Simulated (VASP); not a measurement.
# Cu (Fm-3m) in VASP: notebook

The runs below take Cu through relaxation of cell and atoms, relaxation of the atoms, with PBEsol.

Program: VASP 6.6.1. These are calculated values, not measurements. Logs are shortened: lines on timing, memory, paths and dates and some standing lists are left out, and cuts for length are marked.

### 1 The crystal as given

The structure is cubic, space group Fm-3m (No. 225). The conventional cell has a = 3.570 Å, b = 3.570 Å, c = 3.570 Å, α = 90.00°, β = 90.00°, γ = 90.00°. Around Cu (site symmetry m-3m) lie 12 Cu at 2.52 Å.

### 2 Relaxation of cell and atoms, PBEsol

Input file INCAR:

```
PREC     = Accurate       # precision mode
ENCUT    = 600            # plane-wave cutoff, eV
EDIFF    = 1E-7           # SCF threshold, eV
ISMEAR   = 1              # smearing method
SIGMA    = 0.1            # smearing width, eV
LREAL    = F              # projectors in reciprocal space
LASPH    = T              # aspherical terms in the spheres
NELM     = 80             # most SCF steps
ALGO     = Normal         # electronic algorithm
ISIF     = 3              # what is computed and relaxed
LWAVE    = F              # write WAVECAR
LCHARG   = F              # write CHGCAR
GGA      = PS             # functional
IBRION   = 2              # ionic algorithm
NSW      = 90             # ionic steps
EDIFFG   = -0.005         # ionic threshold
```

Input file KPOINTS:

```
Automatic mesh
0
Gamma
  18 18 18
```

Input file POSCAR:

```
Cu                                      
1.0
    0.0000000000      1.7848606277      1.7848606277
    1.7848606277      0.0000000000      1.7848606277
    1.7848606277      1.7848606277      0.0000000000
  Cu            
     1
Direct
     0.0000000000000000    0.0000000000000000    0.0000000000000000
```

Potentials or basis: VASP PAW PBE potentials, release 64 (Cu).

Command:

```bash
$ cat potpaw_PBE.64/Cu/POTCAR > POTCAR
$ mpirun -np 1 vasp_std > vasp.out
```

OUTCAR:

```text
PREC = Accurate
   ENCUT = 600
   EDIFF = 1E-7
   ISMEAR = 1
   LREAL = F
   LASPH = T
   NELM = 80
   ISIF = 3
   GGA = PS
   IBRION = 2
   NSW = 90
   EDIFFG = -0.005

 ion  position               nearest neighbor table
   1  0.000  0.000  0.000-

  LATTYP: Found a face centered cubic cell.
 ALAT       =     3.5697212554

  Lattice vectors:

 A1 = (   0.0000000000,   1.7848606277,   1.7848606277)
 A2 = (   1.7848606277,   0.0000000000,   1.7848606277)
 A3 = (   1.7848606277,   1.7848606277,   0.0000000000)

Analysis of symmetry for initial positions (statically):
=====================================================================
 Subroutine PRICEL returns:
 Original cell was already a primitive cell.

 Routine SETGRP: Setting up the symmetry group for a
 face centered cubic supercell.

 Subroutine GETGRP returns: Found 48 space group operations
 (whereof 48 operations were pure point group operations)
 out of a pool of 48 trial point group operations.

The static configuration has the point symmetry O_h .

Analysis of symmetry for dynamics (positions and initial velocities):
=====================================================================
 Subroutine PRICEL returns:
 Original cell was already a primitive cell.

 Routine SETGRP: Setting up the symmetry group for a
 face centered cubic supercell.

 Subroutine GETGRP returns: Found 48 space group operations
 (whereof 48 operations were pure point group operations)
 out of a pool of 48 trial point group operations.

The dynamic configuration has the point symmetry O_h .

 Subroutine INISYM returns: Found 48 space group operations
 (whereof 48 operations are pure point group operations),
 and found     1 'primitive' translations

----------------------------------------------------------------------------------------

                                     Primitive cell

  volume of cell :      11.3722

  direct lattice vectors                    reciprocal lattice vectors
     0.000000000  1.784860628  1.784860628    -0.280133918  0.280133918  0.280133918
     1.784860628  0.000000000  1.784860628     0.280133918 -0.280133918  0.280133918
     1.784860628  1.784860628  0.000000000     0.280133918  0.280133918 -0.280133918

  length of vectors
     2.524174107  2.524174107  2.524174107     0.485206178  0.485206178  0.485206178

  position of ions in fractional coordinates (direct lattice)
     0.000000000  0.000000000  0.000000000

  ion indices of the primitive-cell ions
   primitive index   ion index
                 1           1

----------------------------------------------------------------------------------------

 KPOINTS: Automatic mesh

Automatic generation of k-mesh.
 Grid dimensions read from file:
 generate k-points for:   18   18   18

 Generating k-lattice:

  Cartesian coordinates                     Fractional coordinates (reciprocal lattice)
    -0.015562995  0.015562995  0.015562995     0.055555556  0.000000000  0.000000000
     0.015562995 -0.015562995  0.015562995     0.000000000  0.055555556  0.000000000
     0.015562995  0.015562995 -0.015562995     0.000000000  0.000000000  0.055555556

  Length of vectors
     0.026955899  0.026955899  0.026955899

  Shift w.r.t. Gamma in fractional coordinates (k-lattice)
     0.000000000  0.000000000  0.000000000

 Subroutine IBZKPT returns following result:
 ===========================================

 Found    195 irreducible k-points:

 Following reciprocal coordinates:
            Coordinates               Weight
  0.000000  0.000000  0.000000      1.000000
  0.055556  0.000000  0.000000      8.000000
  0.111111  0.000000  0.000000      8.000000
  0.166667  0.000000  0.000000      8.000000
  0.222222  0.000000  0.000000      8.000000
  0.277778  0.000000  0.000000      8.000000
[... 16 lines left out ...]
 -0.277778  0.055556  0.000000     24.000000
 -0.222222  0.055556  0.000000     24.000000
 [... further k-points ...]
   k-points           NKPTS =    195   k-points in BZ     NKDIM =    195   number of bands    NBANDS=      9
   number of dos      NEDOS =    301   number of ions     NIONS =      1
   total plane-waves  NPLWV =   8000
   dimension x,y,z NGX =    20 NGY =   20 NGZ =   20
   dimension x,y,z NGXF=    40 NGYF=   40 NGZF=   40
   ions per type =               1
   NGX,Y,Z   is equivalent  to a cutoff of  13.17, 13.17, 13.17 a.u.
   NGXF,Y,Z  is equivalent  to a cutoff of  26.34, 26.34, 26.34 a.u.
 SYSTEM =  unknown system
   PREC   = accura    normal or accurate (medium, high low for compatibility)
   ISTART =      0    job   : 0-new  1-cont  2-samecut
   ICHARG =      2    charge: 1-file 2-atom 10-const
   ISPIN  =      1    spin polarized calculation?
   LNONCOLLINEAR =      F non collinear calculations
   LSORBIT =      F    spin-orbit coupling
   LASPH  =      T    aspherical Exc in radial PAW
   ENCUT  =  600.0 eV  44.10 Ry    6.64 a.u.   5.04  5.04  5.04*2*pi/ulx,y,z
   NELM   =     80;   NELMIN=  2; NELMDL= -5     # of ELM steps
   EDIFF  = 0.1E-06   stopping-criterion for ELM
   LREAL  =      F    real-space projection
   EDIFFG = -.5E-02   stopping-criterion for IOM
   NSW    =     90    number of steps for IOM
   IBRION =      2    ionic relax: 0-MD 1-quasi-New 2-CG
   NFREE  =      1    steps in history (QN), initial steepest desc. (CG)
   ISIF   =      3    stress and relaxation
   ISYM   =      2    0-nonsym 1-usesym 2-fastsym
   POTIM  = 0.5000    time-step for ionic-motion
   TEBEG  =    0.0;   TEEND  =   0.0 temperature during run
   PSTRESS=    0.0 pullay stress
   NELECT =      11.0000    total number of electrons
   NUPDOWN=      -1.0000    fix difference up-down
   EMIN   =  10.00;   EMAX   =-10.00  energy-range for DOS
   EFERMI =   0.00;   METHOD = LEGACY
   ISMEAR =     1;   SIGMA  =   0.10  broadening in eV -4-tet -1-fermi 0-gaus
   EFERMI_NEDOS =   21; number of points for ismear=-14 and -15
   IALGO  =     38    algorithm
   IMIX   =      4    mixing-type and parameters
     AMIX     =   0.40;   BMIX     =  1.00
     AMIX_MAG =   1.60;   BMIX_MAG =  1.00
  volume/ion in A,a.u.               =      11.37        76.74
  Fermi-wavevector in a.u.,A,eV,Ry     =   1.619042  3.059546 35.664906  2.621297
  Thomas-Fermi vector in A             =   2.713207
   LORBIT       =      0    0 simple, 1 ext, 2 COOP (PROOUT), +10 PAW based schemes
   GGA     = PS    functional components
   LHFCALC =     F    Hartree Fock is set to
   AEXX    =    0.0000 exact exchange contribution
   IVDW    =     0    specifies the selected vdW correction
   LEPSILON=     F    determine dielectric tensor
   LRPA    =     F    only Hartree local field effects (RPA)
 conjugate gradient relaxation of ions
 non-spin polarized calculation
 Methfessel and Paxton  Order N= 1 SIGMA  =   0.10
  energy-cutoff  :      600.00
  volume of cell :       11.37
 maximum number of plane-waves:       392
   NGX =  9   NGY =  9   NGZ =  9

 number of electron      11.0000013 magnetization

 Free energy of the ion-electron system (eV)
  ---------------------------------------------------
  ext. energy  EPLUGINS =         0.00000000
  ---------------------------------------------------
  free energy    TOTEN  =        -4.30854383 eV

  energy without entropy =       -4.30849209  energy(sigma->0) =       -4.30852658

 E-fermi :   7.8342     XC(G=0): -13.1294

 val. band max:        7.8311236510   @ k =   0.5000   0.1111   0.0000
 cond. band min:       7.8705699253   @ k =  -0.4444   0.1111   0.0556
 fundamental gap:      0.0394462743
 Fermi energy:         7.8342398989

 k-point     1 :       0.0000    0.0000    0.0000
  band No.  band energies     occupation
      1      -1.8046      2.00000
      2       4.7375      2.00000
      3       4.7375      2.00000
      4       4.7375      2.00000
      5       5.6201      2.00000
      6       5.6201      2.00000
      7      30.7613      0.00000
      8      33.6718      0.00000
      9      33.6718      0.00000

 k-point     2 :       0.0556    0.0000    0.0000
  band No.  band energies     occupation
      1      -1.6890      2.00000
      2       4.7117      2.00000
      3       4.7602      2.00000
      4       4.7602      2.00000
      5       5.6109      2.00000
      6       5.6109      2.00000
      7      30.1603      0.00000
      8      32.2326      0.00000
      9      33.3014      0.00000

 k-point     3 :       0.1111    0.0000    0.0000
  band No.  band energies     occupation
      1      -1.3460      2.00000
      2       4.6415      2.00000
      3       4.8193      2.00000
      4       4.8193      2.00000
      5       5.5920      2.00000
      6       5.5920      2.00000
      7      27.7851      0.00000
      8      31.5460      0.00000
      9      32.6254      0.00000

 k-point     4 :       0.1667    0.0000    0.0000
  band No.  band energies     occupation
      1      -0.7894      2.00000
      2       4.5489      2.00000
      3       4.8848      2.00000
      4       4.8848      2.00000
      5       5.5914      2.00000
      6       5.5914      2.00000
      7      24.8798      0.00000
      8      31.2630      0.00000
      9      31.9824      0.00000
[... 205 lines left out ...]
 k-point    22 :      -0.3333    0.0556    0.0000
  band No.  band energies     occupation
      1       1.9538      2.00000
      2       4.7590      2.00000
      3       4.7815      2.00000
      4       4.8327      2.00000
      5       5.8963      2.00000
      6       6.2138      2.00000
      7      15.9884      0.00000
      8      27.8099      0.00000
      9      30.6284      0.00000

 k-point    23 :      -0.2778    0.0556    0.0000
  band No.  band energies     occupation
      1       1.1865      2.00000
      2       4.4696      2.00000
      3       4.8516      2.00000
      4       4.8992      2.00000
      5       5.7165      2.00000
      6       5.9990      2.00000
      7      18.4667      0.00000
      8      27.9501      0.00000
      9      31.2731      0.00000

 k-point    24 :      -0.2222    0.0556    0.0000
  band No.  band energies     occupation
      1       0.3214      2.00000
      2       4.4218      2.00000
      3       4.9047      2.00000
      4       4.9460      2.00000
      5       5.5662      2.00000
      6       5.8255      2.00000
      7      21.1526      0.00000
      8      28.2555      0.00000
      9      31.9432      0.00000

 [... further k-points ...]

------------------------ aborting loop because EDIFF is reached ----------------------------------------

  FORCE on cell =-STRESS in cart. coord.  units (eV):
  Direction    XX          YY          ZZ          XY          YZ          ZX
  --------------------------------------------------------------------------------------
  -------------------------------------------------------------------------------------
  Total        0.0022773      0.0022773      0.0022773      0.0000000      0.0000000     -0.0000000
  in kB        0.3208333      0.3208333      0.3208333      0.0000000      0.0000000     -0.0000000
  external PRESSURE =       0.3208333 kB  Pullay stress =       0.0000000 kB

 VOLUME and BASIS-vectors are now :
 -----------------------------------------------------------------------------
  energy-cutoff  :      600.00
  volume of cell :       11.37
      direct lattice vectors                 reciprocal lattice vectors
     0.000000000  1.784860628  1.784860628    -0.280133918  0.280133918  0.280133918
     1.784860628  0.000000000  1.784860628     0.280133918 -0.280133918  0.280133918
     1.784860628  1.784860628  0.000000000     0.280133918  0.280133918 -0.280133918

 POSITION                                       TOTAL-FORCE (eV/Angst)
 -----------------------------------------------------------------------------------
      0.00000      0.00000      0.00000        -0.000000     -0.000000      0.000000
 -----------------------------------------------------------------------------------
    total drift:                                0.000000     -0.000000      0.000000

  FREE ENERGIE OF THE ION-ELECTRON SYSTEM (eV)
  ---------------------------------------------------
  free  energy   TOTEN  =        -4.3085438296 eV

  energy  without entropy=       -4.3084920923  energy(sigma->0) =       -4.30852658

 reached required accuracy - stopping structural energy minimisation
```

Run time: 9 s. Hardware: 1 thread of Intel Xeon 6975P-C (Granite Rapids), shared host; peak memory 0.14 GiB.

Results:

```
Free energy             : -4.3085 eV
Pressure after relaxing : 0.0 GPa
Band gap on the k mesh  : none (metal or under the smearing width)
```

Final structure:
```xyz
1
Lattice="0.0000 1.7849 1.7849 1.7849 0.0000 1.7849 1.7849 1.7849 0.0000" Properties=species:S:1:pos:R:3 pbc="T T T"
Cu    0.0000    0.0000    0.0000
```

Levels at points of the mesh, in eV from the Fermi level:
```csv
k point,band 2,band 3,band 4,band 5,band 6,band 7,band 8,band 9
"(0.00, 0.00, 0.00)",-3.10,-3.10,-3.10,-2.21,-2.21,22.93,25.84,25.84
"(0.50, 0.00, 0.00)",-3.13,-3.13,-1.61,-1.61,-1.11,3.98,21.40,22.65
"(0.50, 0.50, 0.00)",-4.58,-1.63,-1.46,-1.46,1.47,7.41,13.37,13.37
```

Caveat: the relaxation stopped at its first step, so nothing moved; the PAW data sets were made with another functional, which shifts forces and pressure a little.

### 3 Relaxation of the atoms, PBEsol (a relaxed cell with its volume scaled by 0.94)

Edit INCAR of step 2 so:

```diff
@@ -9,3 +9,3 @@
 ALGO     = Normal         # electronic algorithm
-ISIF     = 3              # what is computed and relaxed
+ISIF     = 2              # what is computed and relaxed
 LWAVE    = F              # write WAVECAR
@@ -14,3 +14,3 @@
 IBRION   = 2              # ionic algorithm
-NSW      = 90             # ionic steps
-EDIFFG   = -0.005         # ionic threshold
+NSW      = 40             # ionic steps
+EDIFFG   = -0.01          # ionic threshold
```

KPOINTS is that of step 2.

Input file POSCAR:

```
Cu                                      
1.0
    0.0000000000      1.7484246769      1.7484246769
    1.7484246769      0.0000000000      1.7484246769
    1.7484246769      1.7484246769      0.0000000000
  Cu            
     1
Direct
     0.0000000000000000    0.0000000000000000    0.0000000000000000
```

Potentials or basis: VASP PAW PBE potentials, release 64 (Cu).

Command:

```bash
$ cat potpaw_PBE.64/Cu/POTCAR > POTCAR
$ mpirun -np 1 vasp_std > vasp.out
```

OUTCAR:

```text
PREC = Accurate
   ENCUT = 600
   EDIFF = 1E-7
   ISMEAR = 1
   LREAL = F
   LASPH = T
   NELM = 80
   ISIF = 2
   GGA = PS
   IBRION = 2
   NSW = 40
   EDIFFG = -0.01

 ion  position               nearest neighbor table
   1  0.000  0.000  0.000-

  LATTYP: Found a face centered cubic cell.
 ALAT       =     3.4968493538

  Lattice vectors:

 A1 = (   0.0000000000,   1.7484246769,   1.7484246769)
 A2 = (   1.7484246769,   0.0000000000,   1.7484246769)
 A3 = (   1.7484246769,   1.7484246769,   0.0000000000)

[... 462 lines left out ...]
      4       5.5780      2.00000
      5       6.2596      2.00000
      6       6.5457      2.00000
      7      22.5333      0.00000
      8      29.8280      0.00000
      9      33.5052      0.00000

 [... further k-points ...]
[... 5 lines left out ...]
  --------------------------------------------------------------------------------------
  -------------------------------------------------------------------------------------
  Total        0.7902461      0.7902461      0.7902461     -0.0000000      0.0000000      0.0000000
  in kB      118.4410300    118.4410300    118.4410300     -0.0000000      0.0000000      0.0000000
  external PRESSURE =     118.4410300 kB  Pullay stress =       0.0000000 kB

 VOLUME and BASIS-vectors are now :
 -----------------------------------------------------------------------------
  energy-cutoff  :      600.00
  volume of cell :       10.69
      direct lattice vectors                 reciprocal lattice vectors
     0.000000000  1.748424677  1.748424677    -0.285971713  0.285971713  0.285971713
     1.748424677  0.000000000  1.748424677     0.285971713 -0.285971713  0.285971713
     1.748424677  1.748424677  0.000000000     0.285971713  0.285971713 -0.285971713

 POSITION                                       TOTAL-FORCE (eV/Angst)
 -----------------------------------------------------------------------------------
      0.00000      0.00000      0.00000         0.000000      0.000000      0.000000
 -----------------------------------------------------------------------------------
    total drift:                                0.000000     -0.000000      0.000000

  FREE ENERGIE OF THE ION-ELECTRON SYSTEM (eV)
  ---------------------------------------------------
  free  energy   TOTEN  =        -4.2846048742 eV

  energy  without entropy=       -4.2846735469  energy(sigma->0) =       -4.28462777

 reached required accuracy - stopping structural energy minimisation
```

CONTCAR:

```text
Cu
   1.00000000000000
     0.0000000000000000    1.7484246769000000    1.7484246769000000
     1.7484246769000000    0.0000000000000000    1.7484246769000000
     1.7484246769000000    1.7484246769000000    0.0000000000000000
  Cu
     1
Direct
     0.0000000000000000    0.0000000000000000    0.0000000000000000

  0.00000000E+00  0.00000000E+00  0.00000000E+00
```

It took 8.5 s on 1 thread of Intel Xeon 6975P-C (Granite Rapids), shared host; peak memory 0.14 GiB.

Results:

* Free energy: -4.2846 eV
* Pressure after relaxing: 11.8 GPa
* Band gap on the k mesh: none (metal or under the smearing width)

Final structure:
```
CELL_PARAMETERS angstrom
0.00000 1.74842 1.74842
1.74842 0.00000 1.74842
1.74842 1.74842 0.00000
ATOMIC_POSITIONS crystal
Cu 0.00000 0.00000 0.00000
```

Caveat: the relaxation stopped at its first step, so nothing moved; the PAW data sets were made with another functional, which shifts forces and pressure a little.

### 4 Relaxation of the atoms, PBEsol (a relaxed cell with its volume scaled by 0.96)

INCAR is that of step 3.

KPOINTS is that of step 3.

Input file POSCAR:

```
Cu                                      
1.0
    0.0000000000      1.7607379324      1.7607379324
    1.7607379324      0.0000000000      1.7607379324
    1.7607379324      1.7607379324      0.0000000000
  Cu            
     1
Direct
     0.0000000000000000    0.0000000000000000    0.0000000000000000
```

Command:

```bash
$ cat potpaw_PBE.64/Cu/POTCAR > POTCAR
$ mpirun -np 1 vasp_std > vasp.out
```

It took 8.9 s on 1 thread of Intel Xeon 6975P-C (Granite Rapids), shared host; peak memory 0.14 GiB.

The run converged. Its results:

* Free energy: -4.2983 eV
* Pressure after relaxing: 7.4 GPa
* Band gap on the k mesh: none (metal or under the smearing width)

Final structure:
```cif
data_structure
_symmetry_space_group_name_H-M 'P 1'
_symmetry_Int_Tables_number 1
_cell_length_a 2.4901
_cell_length_b 2.4901
_cell_length_c 2.4901
_cell_angle_alpha 60.000
_cell_angle_beta 60.000
_cell_angle_gamma 60.000
_cell_volume 10.92
loop_
_atom_site_label
_atom_site_type_symbol
_atom_site_fract_x
_atom_site_fract_y
_atom_site_fract_z
_atom_site_occupancy
Cu1 Cu 0.00000 0.00000 0.00000 1
```

Levels at points of the mesh, in eV from the Fermi level:
| k point | band 3 | band 4 | band 5 | band 6 | band 7 | band 8 | band 9 |
| --- | --- | --- | --- | --- | --- | --- | --- |
| (0.00, 0.00, 0.00) | -3.23 | -3.23 | -2.29 | -2.29 | 23.25 | 26.49 | 26.49 |
| (0.50, 0.00, 0.00) | -3.27 | -1.65 | -1.65 | -1.23 | 4.20 | 21.71 | 23.31 |
| (0.50, 0.50, 0.00) | -1.67 | -1.49 | -1.49 | 1.44 | 7.71 | 13.70 | 13.70 |

Caveat: the relaxation stopped at its first step, so nothing moved; the PAW data sets were made with another functional, which shifts forces and pressure a little.

[end of part 1 of 2]
